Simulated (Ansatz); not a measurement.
WC (Qusongite) in Ansatz: the effect of target pressure

WC (Qusongite):

```
W C
1.0
     2.90650    0.00000    0.00000
    -1.45325    2.51710    0.00000
     0.00000    0.00000    2.83660
W C
1 1
Direct
  0.00000 0.00000 0.00000
  0.66667 0.33333 0.50000
```

Alike in all runs:

| Quantity | Value |
| --- | --- |
| Program | Ansatz 0.2.0 |
| Task | relaxation of cell and atoms |
| Functional | PBEsol |
| Potentials or basis | Ansatz PAW |
| Cutoff | 420 eV (not typed: the program's choice for these potentials) |
| k mesh | 10 × 10 × 9 |
| Occupations | fermi-dirac, width 0.05 eV |
| Spin | no spin polarisation |

Each run relaxes the cell or the atoms first.

| target pressure | relaxed volume (Å³/atom) |
| --- | --- |
| 0 GPa | 10.29 |
| 2 GPa | 10.24 |
| 5 GPa | 10.17 |
| 10 GPa | ? |
| 20 GPa | 9.84 |
| 30 GPa | 9.65 |

Q: What does the run with target pressure 10 GPa give?

A: Relaxed volume 10.05 Å³/atom.

Worked out: In Murnaghan's law V^(-B') rises as a straight line in P. The other rows fit best with B' = 3.9, V0 = 10.29 Å³/atom and B0 = 411 GPa, which gives 10.05 Å³/atom at 10 GPa, against the run's 10.05.

Caveats: the plane-wave basis is chosen anew once the cell has moved, so the energies of steps on either side of that aren't comparable; the PAW data sets come from PBE, with cores solved anew for the run's functional, which leaves a small shift of forces and pressure.
